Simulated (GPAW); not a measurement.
# AlCo (Pm-3m) in GPAW: single point with SCAN

Aim: the single point of AlCo with SCAN.

Program: GPAW 26.7.0. These are calculated values, not measurements. Logs are shortened: lines on timing, memory, paths and dates and some standing lists are left out, and cuts for length are marked. The log counts tension as positive stress, the text compression.

### Step 1. Starting point

Symmetry: Pm-3m, No. 221, cubic system. Conventional cell: a = 2.819 Å, b = 2.819 Å, c = 2.819 Å, α = 90.00°, β = 90.00°, γ = 90.00°. Around Co (site symmetry m-3m) lie 8 Al at 2.44 Å. Around Al (site symmetry m-3m) lie 8 Co at 2.44 Å.

The cell is a database's computed one.

### Step 2. Single point, SCAN, collinear spin, ferromagnetic start

run.py

```python
from ase.dft.bandgap import bandgap
from ase.io import read, write
from ase.units import GPa
from gpaw import GPAW, PW

atoms = read('AlCo.xyz')
atoms.set_initial_magnetic_moments([3.0, 0.0])

calc = GPAW(mode=PW(450),
            xc='MGGA_X_SCAN+MGGA_C_SCAN',
            kpts={'size': (8, 8, 8), 'gamma': True},
            occupations={'name': 'fermi-dirac', 'width': 0.05},
            nbands=15,
            maxiter=120,
            txt='gpaw.txt')
atoms.calc = calc
energy = atoms.get_potential_energy()
forces = atoms.get_forces()
stress = atoms.get_stress()
calc.write('gs.gpw')
write('result.traj', atoms)
print(f'Energy: {energy:.6f} eV')
print('Forces (eV/A):')
print(forces.round(4))
print('Stress (GPa):', (stress / GPa).round(3))
print('Moments:', calc.get_magnetic_moments().round(3))
print('Fermi level:', round(calc.get_fermi_level(), 4), 'eV')
print(f'Gap: {bandgap(calc)[0]:.4f} eV, direct: {bandgap(calc, direct=True)[0]:.4f} eV')
```

AlCo.xyz

```xyz
2
Lattice="2.8194032100 0.0000000000 0.0000000000 0.0000000000 2.8194032100 0.0000000000 0.0000000000 0.0000000000 2.8194032100" Properties=species:S:1:pos:R:3 pbc="T T T"
Co     1.4097016050      1.4097016050      1.4097016050
Al     0.0000000000      0.0000000000      0.0000000000
```

Potentials or basis: GPAW PAW data sets (gpaw-data 1.2.1), pw.

Run with:

```
$ OMP_NUM_THREADS=1 python run.py
```

gpaw.txt:

```text
__  _  _
 | _ |_)|_||  |
 |__||  | ||/\| - 26.7.0

Input parameters:
  mode=PW(ecut=450.00000000000006),
  kpts=MonkhorstPack(size=(8, 8, 8), gamma=True),
  maxiter=120,
  nbands=15,
  occupations=Occupations(name='fermi-dirac', width=0.05),
  xc=XC(name='MGGA_X_SCAN+MGGA_C_SCAN')

Diagonalizing LCAO Hamiltonian
Converting LCAO to pw mode
   .------.
  /|      |
 * |  Co  |
 | .------.
 |/      /
 Al-----*

Atoms  # Å, Bohr magnetons
|   | symbol |        x |        y |        z |    initial magnetic moments |
|---|--------|----------|----------|----------|-----------------------------|
| 0 |     Co | 1.409702 | 1.409702 | 1.409702 | ( 0.0000,  0.0000,  3.0000) |
| 1 |     Al | 0.000000 | 0.000000 | 0.000000 | ( 0.0000,  0.0000,  0.0000) |

Unit cell  # Å
| periodic |        x |        y |        z |  lengths |    angles |
|----------|----------|----------|----------|----------|-----------|
|      yes | 2.819403 | 0.000000 | 0.000000 | 2.819403 | 90.000000 |
|      yes | 0.000000 | 2.819403 | 0.000000 | 2.819403 | 90.000000 |
|      yes | 0.000000 | 0.000000 | 2.819403 | 2.819403 | 90.000000 |

Number of symmetries: 48
Symmetry operations  # r_c * U_cc + t_c -> r_c
|    | kind |            matrix            |
|----|------|------------------------------|
|  0 |  E   |  1, 0, 0,  0, 1, 0,  0, 0, 1 |
|  1 |  σ   |  1, 0, 0,  0, 1, 0,  0, 0,-1 |
|  2 |  σ   |  1, 0, 0,  0, 0, 1,  0, 1, 0 |
|  3 |  C4  |  1, 0, 0,  0, 0, 1,  0,-1, 0 |
|  4 |  C4  |  1, 0, 0,  0, 0,-1,  0, 1, 0 |
|  5 |  σ   |  1, 0, 0,  0, 0,-1,  0,-1, 0 |
|  6 |  σ   |  1, 0, 0,  0,-1, 0,  0, 0, 1 |
|  7 |  C2  |  1, 0, 0,  0,-1, 0,  0, 0,-1 |
|  8 |  σ   |  0, 1, 0,  1, 0, 0,  0, 0, 1 |
|  9 |  C2  |  0, 1, 0,  1, 0, 0,  0, 0,-1 |
| 10 |  C3  |  0, 1, 0,  0, 0, 1,  1, 0, 0 |
| 11 |  S6  |  0, 1, 0,  0, 0, 1, -1, 0, 0 |
| 12 |  S6  |  0, 1, 0,  0, 0,-1,  1, 0, 0 |
| 13 |  C3  |  0, 1, 0,  0, 0,-1, -1, 0, 0 |
| 14 |  C4  |  0, 1, 0, -1, 0, 0,  0, 0, 1 |
| 15 |  S4  |  0, 1, 0, -1, 0, 0,  0, 0,-1 |
| 16 |  C3  |  0, 0, 1,  1, 0, 0,  0, 1, 0 |
| 17 |  S6  |  0, 0, 1,  1, 0, 0,  0,-1, 0 |
| 18 |  σ   |  0, 0, 1,  0, 1, 0,  1, 0, 0 |
| 19 |  C4  |  0, 0, 1,  0, 1, 0, -1, 0, 0 |
| 20 |  C2  |  0, 0, 1,  0,-1, 0,  1, 0, 0 |
| 21 |  S4  |  0, 0, 1,  0,-1, 0, -1, 0, 0 |
| 22 |  S6  |  0, 0, 1, -1, 0, 0,  0, 1, 0 |
| 23 |  C3  |  0, 0, 1, -1, 0, 0,  0,-1, 0 |
| 24 |  S6  |  0, 0,-1,  1, 0, 0,  0, 1, 0 |
| 25 |  C3  |  0, 0,-1,  1, 0, 0,  0,-1, 0 |
| 26 |  C4  |  0, 0,-1,  0, 1, 0,  1, 0, 0 |
| 27 |  σ   |  0, 0,-1,  0, 1, 0, -1, 0, 0 |
| 28 |  S4  |  0, 0,-1,  0,-1, 0,  1, 0, 0 |
| 29 |  C2  |  0, 0,-1,  0,-1, 0, -1, 0, 0 |
| 30 |  C3  |  0, 0,-1, -1, 0, 0,  0, 1, 0 |
| 31 |  S6  |  0, 0,-1, -1, 0, 0,  0,-1, 0 |
| 32 |  C4  |  0,-1, 0,  1, 0, 0,  0, 0, 1 |
| 33 |  S4  |  0,-1, 0,  1, 0, 0,  0, 0,-1 |
| 34 |  S6  |  0,-1, 0,  0, 0, 1,  1, 0, 0 |
| 35 |  C3  |  0,-1, 0,  0, 0, 1, -1, 0, 0 |
| 36 |  C3  |  0,-1, 0,  0, 0,-1,  1, 0, 0 |
| 37 |  S6  |  0,-1, 0,  0, 0,-1, -1, 0, 0 |
| 38 |  σ   |  0,-1, 0, -1, 0, 0,  0, 0, 1 |
| 39 |  C2  |  0,-1, 0, -1, 0, 0,  0, 0,-1 |
| 40 |  σ   | -1, 0, 0,  0, 1, 0,  0, 0, 1 |
| 41 |  C2  | -1, 0, 0,  0, 1, 0,  0, 0,-1 |
| 42 |  C2  | -1, 0, 0,  0, 0, 1,  0, 1, 0 |
| 43 |  S4  | -1, 0, 0,  0, 0, 1,  0,-1, 0 |
| 44 |  S4  | -1, 0, 0,  0, 0,-1,  0, 1, 0 |
| 45 |  C2  | -1, 0, 0,  0, 0,-1,  0,-1, 0 |
| 46 |  C2  | -1, 0, 0,  0,-1, 0,  0, 0, 1 |
| 47 |  i   | -1, 0, 0,  0,-1, 0,  0, 0,-1 |

BZ-sampling:
  Number of BZ points: 512
  Number of IBZ points: 35

  Monkhorst-Pack size: [8, 8, 8]
  Monkhorst-Pack shift: [0.0625, 0.0625, 0.0625]

K-points  # in reciprocal-cell coordinates
|     |                                coordinates |     weight |
|-----|--------------------------------------------|------------|
|   0 | (  0.00000000,   0.00000000,   0.00000000) | 0.00195312 |
|   1 | (  0.12500000,   0.00000000,   0.00000000) | 0.01171875 |
|   2 | (  0.12500000,   0.12500000,   0.00000000) | 0.02343750 |
|   3 | (  0.12500000,   0.12500000,   0.12500000) | 0.01562500 |
|   4 | (  0.25000000,   0.00000000,   0.00000000) | 0.01171875 |
|   5 | (  0.25000000,   0.12500000,   0.00000000) | 0.04687500 |
|   6 | (  0.25000000,   0.12500000,   0.12500000) | 0.04687500 |
|   7 | (  0.25000000,   0.25000000,   0.00000000) | 0.02343750 |
|   8 | (  0.25000000,   0.25000000,   0.12500000) | 0.04687500 |
|   9 | (  0.25000000,   0.25000000,   0.25000000) | 0.01562500 |
| ... |                                            |            |
|  34 | (  0.50000000,   0.50000000,   0.50000000) | 0.00195312 |

Plane wave coefficients: 500
Cutoff: 450.00000000000006 eV

Spin-components: 2 (collinear spins)
Bands:           15
Projectors:      11
Spin-degeneracy: 1
Datatype:        complex128

Parallelization:
  kpt:    1
  domain: 1
  band:   1

Density:
  Valence electrons: 12.0
  Components: 2
  Grid points: [14 14 14]
  Charge: 0.0  # |e|

Potential:
  Grid points: [14 14 14]

species:
  Co:
    name:    Cobalt
    Z:       27.0
    valence: 9
    core:    18
    charge:  0.0  # [|e|]
    compensation charges:
      type: gauss
      rc: 0.32  # [Å]
      lmax: 2
    cutoffs:
      filter: 1.87  # [Å]
      core: 2.55  # [Å]
    projectors
    | kind |    occ | energy [eV] | rcut [Å] |
    |------|--------|-------------|----------|
    |   4s |  2.000 |      -5.469 |    1.005 |
    |   4p |  0.000 |      -1.277 |    1.058 |
    |   3d |  7.000 |      -8.205 |    1.005 |
    |    s |        |      21.742 |    1.005 |
    |    p |        |      25.934 |    1.058 |
    |    d |        |      19.007 |    1.005 |

    Using partial waves for Co as LCAO basis

  Al:
    name:    Aluminium
    Z:       13.0
    valence: 3
    core:    10
    charge:  0.0  # [|e|]
    compensation charges:
      type: gauss
      rc: 0.34  # [Å]
      lmax: 2
    cutoffs:
      filter: 1.91  # [Å]
      core: 2.36  # [Å]
    projectors
    | kind |    occ | energy [eV] | rcut [Å] |
    |------|--------|-------------|----------|
    |   3s |  2.000 |      -7.753 |    1.085 |
    |   3p |  1.000 |      -2.712 |    1.085 |
    |    s |        |      19.459 |    1.085 |
    |    p |        |      24.499 |    1.085 |
    |    d |        |       0.000 |    1.085 |

    Using partial waves for Al as LCAO basis

Reference energy: -44506.133171  # eV

eigensolver:
  PPCG
  Converge bands: occupied
  niter=2

density mixing:
  MSR1-Mixer
  Pratt-step length: 0.05
  Maximum mixing coefficient: 0.75
  Old densities: 10
  SVD Regularization: 0.005
  Good broyden scale: 1.0
  Trust region scale: 1.0
  Backstep threshold: 4.0
  History deletion threshold: 6.0
  Fourier metric: weight=20.0, sigma=0.015

occupation numbers:
  Fermi-Dirac:
    width: 0.0500  # eV

poisson solver:
  ecut: 3600.0000000000005  # eV

xc functional:
  name: MGGA_X_SCAN+MGGA_C_SCAN with 2 nearest neighbor stencil

convergence criteria:
- Maximum [total energy] change in last 3 cyles: 0.0005 eV / valence electron
- Maximum integral of absolute [dens]ity change: 0.0001 electrons / valence electron
- Maximum integral of absolute [eigenst]ate change: 4e-08 eV^2 / valence electron
maximum number of iterations: 120

SCF iterations
|iter     | |      energy | eigst |  dens |  magmom |
|---------|-|-------------|-------|-------|---------|
|iter:   1| |  -24.693669 | +0.55 |       |  +3.0100|
|iter:   2| |  -25.338165 | -1.23 | -0.73 |  +2.9268|
|iter:   3| |  -26.150011 | -1.20 | -0.75 |  +1.7352|
|iter:   4| |  -26.193523 | -1.09 | -0.74 |  +1.3066|
|iter:   5| |  -26.150421 | -1.16 | -0.93 |  +0.6993|
|iter:   6| |  -26.178651 | -1.71 | -1.06 |  +0.0702|
|iter:   7| |  -26.422706 | -1.65 | -1.14 |  +0.1512|
|iter:   8| |  -26.443399 | -2.33 | -1.60 |  +0.2043|
|iter:   9| |  -26.457135 | -3.30 | -1.86 |  +0.1039|
|iter:  10| |  -26.466612 | -2.97 | -2.03 |  +0.1126|
|iter:  11| |  -26.469561 | -3.56 | -2.36 |  +0.1687|
|iter:  12| |  -26.470264c| -3.99 | -2.47 |  +0.1366|
|iter:  13| |  -26.470352c| -4.52 | -2.78 |  +0.1399|
|iter:  14| |  -26.470345c| -4.83 | -3.26 |  +0.1393|
|iter:  15| |  -26.470349c| -6.21 | -3.68 |  +0.1405|
|iter:  16| |  -26.470348c| -6.42 | -4.29c|  +0.1408|
|iter:  17| |  -26.470349c| -6.99 | -4.37c|  +0.1409|
|iter:  18| |  -26.470350c| -7.75c| -5.33c|  +0.1409|

Converged in 18 steps
Energy contributions relative to reference atoms: (reference = -44506.133171)

Energy contributions:
  Kinetic:          17.540573
  Coulomb:         -12.185345
  Zero:              0.224519
  External:          0.000000
  Xc:              -32.046675
  Entropy:          -0.006842
  Spinorbit:         0.000000
  ----------------------------
  Free energy:     -26.473770
  Extrapolated:    -26.470350

dipole moment: (-4.801200, -4.801200, -4.801200)  # |e|*Ang

Total magnetic moment: (0.000000, 0.000000, 0.140902)

Local magnetic moments
|        x |        y |         z |
|----------|----------|-----------|
| 0.000000 | 0.000000 |  0.193573 |  # Co   0
| 0.000000 | 0.000000 | -0.014933 |  # Al   1

Fermi level: 10.386
Eigenvalues  # (at kpt = [0.000, 0.000, 0.000])
| band index |      eig [eV] | occ [0-1] |      eig [eV] | occ [0-1] |
|------------|---------------|-----------|---------------|-----------|
|          0 |        -1.375 |     1.000 |        -1.336 |     1.000 |
|          1 |         7.082 |     1.000 |         7.518 |     1.000 |
|          2 |         7.082 |     1.000 |         7.518 |     1.000 |
|          3 |         9.222 |     1.000 |         9.273 |     1.000 |
|          4 |         9.222 |     1.000 |         9.273 |     1.000 |
|          5 |         9.222 |     1.000 |         9.273 |     1.000 |
|          6 |        16.662 |     0.000 |        16.587 |     0.000 |
|          7 |        16.662 |     0.000 |        16.587 |     0.000 |
|          8 |        16.662 |     0.000 |        16.587 |     0.000 |
|          9 |        19.723 |     0.000 |        19.856 |     0.000 |
|         10 |        19.723 |     0.000 |        19.856 |     0.000 |
|         11 |        26.840 |     0.000 |        26.758 |     0.000 |
|         12 |        33.279 |     0.000 |        33.160 |     0.000 |
|         13 |        33.279 |     0.000 |        33.160 |     0.000 |
|         14 |        33.279 |     0.000 |        33.160 |     0.000 |

No gap
No difference between direct/indirect transitions

Forces  # eV/Ang
|       x |        y |       z |
|---------|----------|---------|
| 0.00000 |  0.00000 | 0.00000 |  # Co   0
| 0.00000 | -0.00000 | 0.00000 |  # Al   1

Stress tensor  # eV/Ang^3
|        x |        y |        z |
|----------|----------|----------|
| 0.031437 | 0.000000 | 0.000000 |
| 0.000000 | 0.031437 | 0.000000 |
| 0.000000 | 0.000000 | 0.031437 |

# Writing to gs.gpw (mode='')
```

Run time: 50 s. Hardware: 1 thread of Arm Neoverse V1, shared host; peak memory 0.23 GiB.

What came out:

```
Free energy            : -26.4738 eV
Pressure               : -5.0 GPa
Band gap on the k mesh : none (metal or under the smearing width)
Net moment             : 0.14 μB per cell
Site moments           : Co +0.19; Al -0.01 μB
```

Levels at points of the mesh, in eV from the Fermi level:
Spin up:
| k point | band 3 | band 4 | band 5 | band 6 | band 7 | band 8 | band 9 | band 10 |
| --- | --- | --- | --- | --- | --- | --- | --- | --- |
| (0.00, 0.00, 0.00) | -3.30 | -1.16 | -1.16 | -1.16 | 6.28 | 6.28 | 6.28 | 9.34 |
| (0.50, 0.00, 0.00) | -2.69 | -2.10 | -2.10 | -1.04 | 0.08 | 8.99 | 11.05 | 11.05 |
| (0.50, 0.50, 0.00) | -2.88 | -2.88 | -1.89 | -1.89 | -0.37 | 2.41 | 3.80 | 13.74 |
| (0.50, 0.50, 0.50) | -4.37 | -0.33 | -0.33 | 2.31 | 2.31 | 2.31 | 4.79 | 5.75 |
Spin down:
```tsv
k point	band 3	band 4	band 5	band 6	band 7	band 8	band 9	band 10
(0.00, 0.00, 0.00)	-2.87	-1.11	-1.11	-1.11	6.20	6.20	6.20	9.47
(0.50, 0.00, 0.00)	-2.19	-2.06	-2.06	-0.99	0.62	8.89	10.97	10.97
(0.50, 0.50, 0.00)	-2.87	-2.87	-1.84	-1.84	0.22	2.67	3.80	13.61
(0.50, 0.50, 0.50)	-4.36	0.27	0.27	2.35	2.35	2.35	4.67	5.75
```

Caveat: the cutoff is short for stress and forces, so pressures can be off by a GPa or more; the PAW data sets were made with another functional, which shifts forces and pressure a little.

### Step 3. For comparison

An earlier run on the cell as given: functional PBEsol; potentials or basis PAW data sets generated in the run's folder for this functional; cutoff 600 eV; basis pw; k mesh 9 × 9 × 9; occupations fermi-dirac, width 0.05 eV; collinear spin, ferromagnetic start; starting moments [2.0, 0.0] μB.

- Pressure: 1.5 GPa
- Band gap on the k mesh: none (metal or under the smearing width)
- Net moment: 0.00 μB per cell
